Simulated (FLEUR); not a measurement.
# As (R-3m) in FLEUR: further runs

One crystal, As, is run at these levels: PBEsol; tasks: equation of state.

All numbers are computed with FLEUR MaX-R8.1 (later development tree); they aren't measurements. Logs are shortened: lines on timing, memory, paths and dates and some standing lists are left out, and cuts for length are marked.

## (1) The structure

The structure is trigonal, space group R-3m (No. 166). The conventional cell has a = 3.762 Å, b = 3.762 Å, c = 10.542 Å, α = 90.00°, β = 90.00°, γ = 120.00°. As (site symmetry 3m) is surrounded by 3 As at 2.51 Å.

## (2) Equation of state, PBEsol, 20.24 Å³/atom (volume scaled by 0.94)

inp.xml reads:

```xml
<?xml version="1.0" encoding="UTF-8" standalone="no"?>
<fleurInput fleurInputVersion="0.39">
   <comment>
      As                                                                                                  
   </comment>
   <calculationSetup>
      <cutoffs Kmax="4.6" Gmax="14.3" GmaxXC="14.3" numbands="0"/>
      <scfLoop itmax="60" minDistance="0.00001" maxIterBroyd="15" imix="Anderson" alpha="0.05" precondParam="0.0" spinf="2.0" sdNocoIR="T"/>
      <coreElectrons ctail="T" frcor="F" kcrel="0" coretail_lmax="0"/>
      <xcFunctional name="PBEs" relativisticCorrections="F"/>
      <magnetism jspins="1"/>
      <soc l_soc="F" theta="0.0" phi="0.0" spav="F"/>
      <expertModes spex="0" secvar="F"/>
      <geometryOptimization l_f="F" forcealpha="1.0" forcemix="BFGS" epsdisp="0.0005" epsforce="0.0002"/>
      <ldaU l_linMix="F" mixParam="0.05" spinf="1.0"/>
   </calculationSetup>
   <cell>
      <bzIntegration valenceElectrons="42.0" mode="hist" fermiSmearingEnergy="0.00183747">
         <kPointListSelection listName="default-1"/>
         <!-- k-points included here -->
         <xi:include xmlns:xi="http://www.w3.org/2001/XInclude" href="kpts.xml"> </xi:include>
      </bzIntegration>
      <!-- symmetry operations included here -->
      <xi:include xmlns:xi="http://www.w3.org/2001/XInclude" href="sym.xml"> </xi:include>
      <bulkLattice scale="0.9795861087">
         <bravaisMatrix>
            <row-1>    3.5541910345400498     2.0520131504382508     6.6406147544706311</row-1>
            <row-2>   -3.5541910345400498     2.0520131504382508     6.6406147544706311</row-2>
            <row-3>    0.0000000000000000    -4.1040263010654741     6.6406147544706311</row-3>
         </bravaisMatrix>
      </bulkLattice>
   </cell>
   <atomSpecies>
      <species name="Arsenic (As)" element="As" atomicNumber="33">
         <mtSphere radius="2.13" gridPoints="725" logIncrement="0.017"/>
         <atomicCutoffs lmax="9" lnonsphr="9"/>
         <electronConfig flipSpins="F">
            <coreConfig>(1s1/2) (2s1/2) (2p1/2) (2p3/2) (3s1/2)</coreConfig>
            <valenceConfig>(3p1/2) (3p3/2) (4s1/2) (3d3/2) (3d5/2) (4p1/2) (4p3/2)</valenceConfig>
            <stateOccupation state="(4p1/2)" spinUp="0.500000" spinDown="0.500000"/>
            <stateOccupation state="(4p3/2)" spinUp="1.000000" spinDown="1.000000"/>
         </electronConfig>
         <energyParameters s="4" p="4" d="3" f="4"/>
         <lo type="SCLO" l="1" n="3" eDeriv="0"/>
         <lo type="SCLO" l="1" n="3" eDeriv="1"/>
         <lo type="HELO" l="2" n="4" eDeriv="0"/>
         <lo type="HELO" l="2" n="4" eDeriv="1"/>
         <lo type="SCLO" l="0" n="4" eDeriv="2"/>
         <lo type="SCLO" l="3" n="4" eDeriv="2"/>
      </species>
   </atomSpecies>
   <atomGroups>
      <atomGroup species="Arsenic (As)">
         <relPos label="                   1">.2260000000 .2260000000 .2260000000</relPos>
         <relPos label="                   2">-.2260000000 -.2260000000 -.2260000000</relPos>
         <force calculate="T" relaxXYZ="TTT"/>
      </atomGroup>
   </atomGroups>
   <output dos="F" band="F" slice="F">
      <checks vchk="F" cdinf="F"/>
      <bandDOS minEnergy="-.5*Htr" maxEnergy="0.5*Htr" sigma="0.015" storeEVData="T"/>
      <vacuumDOS vacdos="F" integ="F" star="F" nstars="0" locx1="0.0" locy1="0.0" locx2="0.0" locy2="0.0" nstm="0" tworkf="0.0"/>
      <unfoldingBand unfoldBand="F" supercellX="1" supercellY="1" supercellZ="1"/>
      <plotting iplot="0" polar="F">
         <plot TwoD="T" vec1="  1.0  0.0  0.0" vec2="  0.0  1.0  0.0" vec3="  0.0  0.0  1.0" zero="  0.0  0.0  0.0" file="plot"/>
      </plotting>
      <chargeDensitySlicing numkpt="0" minEigenval="0.0" maxEigenval="0.0" nnne="0" pallst="F"/>
      <specialOutput eonly="F"/>
      <moessbauerParams electricFieldGradient="T" isomerShift="T" coreHyperfine="T" valenceHyperfine="T"/>
      <magneticCircularDichroism mcd="F" energyLo="-10.0" energyUp="0.0"/>
   </output>
  <!-- We include the file relax.xml here to enable relaxations (see documentation) -->
  <xi:include xmlns:xi="http://www.w3.org/2001/XInclude" href="relax.xml"> <xi:fallback/> </xi:include>
</fleurInput>
```

Potentials or basis: all-electron, FLAPW.

Run with:

```
$ inpgen -f crystal.txt -profile fastHighL
$ # inp.xml edited to the form shown
$ fleur_MPI
```

The program printed:

```text
Welcome to FLEUR        (www.flapw.de)
      MaX-Release 8.1          (www.max-centre.eu)

 ========== k-point set info ==========
 Selected k-point list: default-1
 k-point list type: mesh
 9 x 9 x 9
 Number of k points: 85

 ------------Calculation Setup---------------------------
 Number of MPI-tasks      :            1
 Number of PE/node        :            1
 Number of OMP-threads    :            1
 Most efficient MPI parallelization for:
           1           5          17          85
 Additional eigenvalue parallelization possible
 Number of basis functions:          541
 Approximate size of matrices (H+S) per k-point:         0.004 GB
 --------------------------------------------------------
 Iteration:     1   Distance:       5.52953019 me/bohr^3
 Iteration:     2   Distance:       5.20006240 me/bohr^3
 Iteration:     3   Distance:       1.49738326 me/bohr^3
 Iteration:     4   Distance:       0.23660396 me/bohr^3
 Iteration:     5   Distance:       0.16603966 me/bohr^3
 Iteration:     6   Distance:       0.05676661 me/bohr^3
 Iteration:     7   Distance:       0.02509337 me/bohr^3
 Iteration:     8   Distance:       0.01043828 me/bohr^3
 Iteration:     9   Distance:       0.00079102 me/bohr^3
 Iteration:    10   Distance:       0.00069518 me/bohr^3
 Iteration:    11   Distance:       0.00010699 me/bohr^3
 Iteration:    12   Distance:       0.00002685 me/bohr^3
 Iteration:    13   Distance:       0.00000494 me/bohr^3

 ********************************************************************
 Run finished successfully
 Stop message:
   all done
 ********************************************************************
```

out.xml (last iteration):

```text
<iteration numberForCurrentRun="   13" overallNumber="   13">
         <energyParameters units="Htr">
            <atomicEP atomType="1" spin="1" branch="4s" branchLowest="-6.51" branchHighest="0.86" value="-0.1726010084"/>
            <atomicEP atomType="1" spin="1" branch="4p" branchLowest="-4.43" branchHighest="1.59" value="0.0799389903"/>
            <atomicEP atomType="1" spin="1" branch="3d" branchLowest="-9.99" branchHighest="-1.00" value="-1.0156565398"/>
            <atomicEP atomType="1" spin="1" branch="4f" branchLowest="-9.99" branchHighest="3.67" value="0.4559593038"/>
            <loAtomicEP atomType="1" spin="1" branch="3p" branchLowest="-47.39" branchHighest="-4.43" value="-4.4370049071"/>
            <loAtomicEP atomType="1" spin="1" branch="3p" branchLowest="-47.39" branchHighest="-4.43" value="-4.4370049071"/>
            <heloAtomicEP atomType="1" spin="1" branch="4d" branchLowest="2.07" branchHighest="2.07" value="2.0689965432"/>
            <heloAtomicEP atomType="1" spin="1" branch="4d" branchLowest="2.07" branchHighest="2.07" value="2.0689965432"/>
            <loAtomicEP atomType="1" spin="1" branch="4s" branchLowest="-6.51" branchHighest="0.86" value="-0.1726010084"/>
            <loAtomicEP atomType="1" spin="1" branch="4f" branchLowest="-9.99" branchHighest="3.67" value="0.4559617243"/>
         </energyParameters>
         <eigenvalues>
            <eigenvaluesAt spin="1" ikpt="1" k_x="0.00000000" k_y="0.00000000" k_z="0.00000000">
                      -4.4348616038       -4.4348616038       -4.4347265406       -4.4347265406       -4.4337260334
                      -4.4336427958       -1.0297699055       -1.0297699055       -1.0276967349       -1.0276967349
                      -1.0263754208       -1.0245175049       -1.0245175049       -1.0241464936       -1.0225999583
                      -1.0225999583       -0.2661020566        0.1074642745        0.2102027377        0.2299918230
                       0.2299918230        0.3676669341        0.4192686926        0.4192686926        0.5610461169
                       0.5610461169        0.5825412013        0.6294829145        0.6360211927        0.6360211927
                       0.6559342880        1.1866780420        1.1866780420
            </eigenvaluesAt>
            <eigenvaluesAt spin="1" ikpt="2" k_x="0.00000000" k_y="0.00000000" k_z="0.11111111">
                      -4.4348622259       -4.4348583317       -4.4347301267       -4.4347255541       -4.4337233254
                      -4.4336448174       -1.0297095751       -1.0296098505       -1.0276348305       -1.0275675725
                      -1.0263273589       -1.0246000764       -1.0245423611       -1.0242458908       -1.0227338445
                      -1.0226731987       -0.2596257398        0.0823298706        0.2105188078        0.2248325793
                       0.2301723389        0.3800116861        0.4088463731        0.4151180733        0.5228841117
                       0.5532257349        0.5543720652        0.6719435405        0.6788061202        0.6932724639
                       0.7112317479        1.0531217008        1.1754267565
            </eigenvaluesAt>
            <eigenvaluesAt spin="1" ikpt="3" k_x="0.00000000" k_y="0.00000000" k_z="0.22222222">
                      -4.4348642067       -4.4348502996       -4.4347402519       -4.4347236849       -4.4337159602
                      -4.4336506729       -1.0295490622       -1.0291546282       -1.0274914642       -1.0272314746
                      -1.0261796498       -1.0248411805       -1.0247139436       -1.0244627398       -1.0230908627
                      -1.0228718787       -0.2403769115        0.0255477614        0.2006999825        0.2135792783
                       0.2479702870        0.3622822947        0.3907402900        0.3969561068        0.5229938053
                       0.5457983710        0.5795576212        0.7552236671        0.7630038396        0.7711706609
                       0.8280831810        0.9283865633        1.0852693585
            </eigenvaluesAt>
            <eigenvaluesAt spin="1" ikpt="4" k_x="0.00000000" k_y="0.00000000" k_z="0.33333333">
                      -4.4348665658       -4.4348392295       -4.4347539738       -4.4347214416       -4.4337054371
                      -4.4336589413       -1.0293452890       -1.0284986507       -1.0273108427       -1.0267540114
                      -1.0259602375       -1.0252166805       -1.0252008633       -1.0245805983       -1.0235221652
                      -1.0231240277       -0.2091347524       -0.0394057165        0.1974250370        0.2030174149
                       0.2674793269        0.3315098004        0.3517058529        0.3746665279        0.5556999322
                       0.6042158371        0.6419446153        0.7724219735        0.8572945501        0.8644653018
                       0.8829176117        0.9571246908        0.9617103032
            </eigenvaluesAt>
         </eigenvalues>
         <bandgap value="0.0668362500" units="eV"/>
         <sumValenceSingleParticleEnergies value="-73.1272886026" units="Htr"/>
         <FermiEnergy value="0.3123058365" units="Htr"/>
         <valenceDensity>
            <mtCharges spin="1">
               <mtCharge atomType="1" total="18.7098124" s="1.2888069" p="7.3887479" d="10.0234955" f="0.0074168"/>
            </mtCharges>
            <spinDependentCharge spin="1" total="42.0000000" interstitial="4.5803751" mtSpheres="37.4196249"/>
            <totalCharge value="42.0000000000"/>
         </valenceDensity>
         <coreStates atomType="     1" atomicNumber=" 33" spin="1" kinEnergy="   1994.3517417129" eigValSum="  -1265.1780173230" lostElectrons=" 0.000047">
            <state n="1" l="0" j="0.5" energy="-429.7463756851" weight="1.0000000000"/>
            <state n="2" l="0" j="0.5" energy="-54.1060101641" weight="1.0000000000"/>
            <state n="2" l="1" j="0.5" energy="-48.3041031585" weight="1.0000000000"/>
            <state n="2" l="1" j="1.5" energy="-46.9619754192" weight="2.0000000000"/>
            <state n="3" l="0" j="0.5" energy="-6.5085688153" weight="1.0000000000"/>
         </coreStates>
         <allElectronCharges>
            <spinDependentCharge spin="1" total="66.0000000" interstitial="4.5804694" mtSpheres="61.4195306"/>
            <totalCharge value="65.9999999953"/>
         </allElectronCharges>
         <moessbauerParams unitsHFF="kG" unitsIS="e/bohr^3" unitsEFG="Htr/bohr^2">
            <coreIsomerShift atomType="1" isTotal="35690.32394">
               <shell n="1" l="0" isomerShift="31914.05555"/>
               <shell n="2" l="0" isomerShift="3241.11556"/>
               <shell n="2" l="1" isomerShift="30.52323"/>
               <shell n="3" l="0" isomerShift="504.62960"/>
            </coreIsomerShift>
            <isomerShift atomType="1" nucleusRadius="0.0000996" averageDensity="35735.41957"/>
            <electricFieldGradient atomType="1" VXX="0.27954" VYY="0.27954" VZZ="-0.55907" asymParam="0.00000">
            </electricFieldGradient>
         </moessbauerParams>
         <totalEnergy                                    value="    -4518.9950296724" units="Htr">
            <sumOfEigenvalues                            value="    -2603.4833232487">
               <coreElectrons value="-2530.3560346460"/>
               <valenceElectrons value="-73.1272886026"/>
            </sumOfEigenvalues>
            <densityCoulombPotentialIntegral value="-7006.9306455705"/>
            <densityEffectivePotentialIntegral value="-7222.7793886856"/>
            <chargeDenXCDenIntegral value="-164.5224673239"/>
            <FockExchangeEnergyValence value="0.0000000000"/>
            <FockExchangeEnergyCore value="0.0000000000"/>
            <atomTypeDependentContributions atomType="1">
               <electronNucleiInteractionDifferentMTs value="5430.1357177074"/>
               <MadelungTerm value="-40.1675872928"/>
            </atomTypeDependentContributions>
            <tkbTimesEntropy value="0.0000496221"/>
            <freeEnergy value="-4518.9950792945"/>
            <extrapolationTo0K value="-4518.9950544835"/>
         </totalEnergy>
         <densityConvergence units="me/bohr^3">
            <chargeDensity spin="1" distance="0.0000049378"/>
         </densityConvergence>
      </iteration>
```

It took 1.9 min on 1 thread of AMD EPYC 7R43 (Zen 3), shared host; peak memory 0.08 GiB.

What came out:

```yaml
Free_energy: -122968.1205 eV
Band_gap_on_the_k_mesh: none (metal or under the smearing width)
Valence_electrons_inside_the_program's_atomic_spheres: As 18.71 (radii As 2.13 bohr)
```

## (3) Equation of state, PBEsol, 20.67 Å³/atom (volume scaled by 0.96)

Edit inp.xml of step 2 so:

```diff
@@ -24,3 +24,3 @@
       <xi:include xmlns:xi="http://www.w3.org/2001/XInclude" href="sym.xml"> </xi:include>
-      <bulkLattice scale="0.9795861087">
+      <bulkLattice scale="0.9864848297">
          <bravaisMatrix>
```

Potentials or basis: all-electron, FLAPW.

Run with:

```
$ inpgen -f crystal.txt -profile fastHighL
$ # inp.xml edited to the form shown
$ fleur_MPI
```

It took 2.1 min on 1 thread of AMD EPYC 7R43 (Zen 3), shared host; peak memory 0.08 GiB.

Results (log left out):

```
Free energy                                           : -122968.1459 eV
Band gap on the k mesh                                : none (metal or under the smearing width)
Valence electrons inside the program's atomic spheres : As 18.69 (radii As 2.13 bohr)
```

## (4) Equation of state, PBEsol, 21.10 Å³/atom (volume scaled by 0.98)

Edit inp.xml of step 3 so:

```diff
@@ -24,3 +24,3 @@
       <xi:include xmlns:xi="http://www.w3.org/2001/XInclude" href="sym.xml"> </xi:include>
-      <bulkLattice scale="0.9864848297">
+      <bulkLattice scale="0.9932883884">
          <bravaisMatrix>
```

Run with:

```
$ inpgen -f crystal.txt -profile fastHighL
$ # inp.xml edited to the form shown
$ fleur_MPI
```

Wall time 2.3 min (1 thread of AMD EPYC 7R43 (Zen 3), shared host); peak memory 0.07 GiB.

It converged, with:

- Free energy: -122968.1610 eV
- Band gap on the k mesh: none (metal or under the smearing width)
- Valence electrons inside the program's atomic spheres: As 18.68 (radii As 2.13 bohr)

## (5) Equation of state, PBEsol, 21.53 Å³/atom

Edit inp.xml of step 4 so:

```diff
@@ -24,3 +24,3 @@
       <xi:include xmlns:xi="http://www.w3.org/2001/XInclude" href="sym.xml"> </xi:include>
-      <bulkLattice scale="0.9932883884">
+      <bulkLattice scale="1.0000000000">
          <bravaisMatrix>
```

Run with:

```
$ inpgen -f crystal.txt -profile fastHighL
$ # inp.xml edited to the form shown
$ fleur_MPI
```

Run time: 2 min. Hardware: 1 thread of AMD EPYC 7R43 (Zen 3), shared host; peak memory 0.08 GiB.

It converged, with:

| Quantity | Value |
| --- | --- |
| Free energy | -122968.1669 eV |
| Band gap on the k mesh | none (metal or under the smearing width) |
| Valence electrons inside the program's atomic spheres | As 18.67 (radii As 2.13 bohr) |

## (6) Equation of state, PBEsol, 21.96 Å³/atom (volume scaled by 1.02)

Edit inp.xml of step 5 so:

```diff
@@ -24,3 +24,3 @@
       <xi:include xmlns:xi="http://www.w3.org/2001/XInclude" href="sym.xml"> </xi:include>
-      <bulkLattice scale="1.0000000000">
+      <bulkLattice scale="1.0066227096">
          <bravaisMatrix>
```

Potentials or basis: all-electron, FLAPW.

Run with:

```
$ inpgen -f crystal.txt -profile fastHighL
$ # inp.xml edited to the form shown
$ fleur_MPI
```

Wall time 2.3 min (1 thread of AMD EPYC 7R43 (Zen 3), shared host); peak memory 0.08 GiB.

It converged, with:

```
Free energy                                           : -122968.1643 eV
Band gap on the k mesh                                : none (metal or under the smearing width)
Valence electrons inside the program's atomic spheres : As 18.65 (radii As 2.13 bohr)
```

## (7) Equation of state, PBEsol, 22.39 Å³/atom (volume scaled by 1.04)

Edit inp.xml of step 6 so:

```diff
@@ -24,3 +24,3 @@
       <xi:include xmlns:xi="http://www.w3.org/2001/XInclude" href="sym.xml"> </xi:include>
-      <bulkLattice scale="1.0066227096">
+      <bulkLattice scale="1.0131594038">
          <bravaisMatrix>
```

Run with:

```
$ inpgen -f crystal.txt -profile fastHighL
$ # inp.xml edited to the form shown
$ fleur_MPI
```

It took 2.1 min on 1 thread of AMD EPYC 7R43 (Zen 3), shared host; peak memory 0.08 GiB.

The run converged. Its results:

```yaml
Free_energy: -122968.1541 eV
Band_gap_on_the_k_mesh: none (metal or under the smearing width)
Valence_electrons_inside_the_program's_atomic_spheres: As 18.64 (radii As 2.13 bohr)
```

## (8) Equation of state, PBEsol, 22.82 Å³/atom (volume scaled by 1.06)

Edit inp.xml of step 7 so:

```diff
@@ -24,3 +24,3 @@
       <xi:include xmlns:xi="http://www.w3.org/2001/XInclude" href="sym.xml"> </xi:include>
-      <bulkLattice scale="1.0131594038">
+      <bulkLattice scale="1.0196128224">
          <bravaisMatrix>
```

Run with:

```
$ inpgen -f crystal.txt -profile fastHighL
$ # inp.xml edited to the form shown
$ fleur_MPI
```

Run time: 2.1 min. Hardware: 1 thread of AMD EPYC 7R43 (Zen 3), shared host; peak memory 0.08 GiB.

The run converged. Its results:

```
Free energy                                           : -122968.1372 eV
Band gap on the k mesh                                : none (metal or under the smearing width)
Valence electrons inside the program's atomic spheres : As 18.63 (radii As 2.13 bohr)
```

## (9) Equation of state, PBEsol

Potentials or basis: all-electron, FLAPW.

This step only gathers the single runs of the series.

What came out:

* Equilibrium volume: 21.61 Å³/atom
* Bulk modulus at fixed shape and positions: 77 GPa
* Pressure derivative of the bulk modulus: 4.1

Energy against volume, from the lowest point:
```
volume (Å³/atom)  energy (meV/atom)
          20.239              23.15
          20.669              10.45
          21.100               2.91
          21.530               0.00
          21.961               1.27
          22.392               6.36
          22.822              14.82
```

Caveat: the cell was scaled at fixed shape and fractional positions, which overstates the stiffness of a crystal with free parameters, most of all of layers and chains.
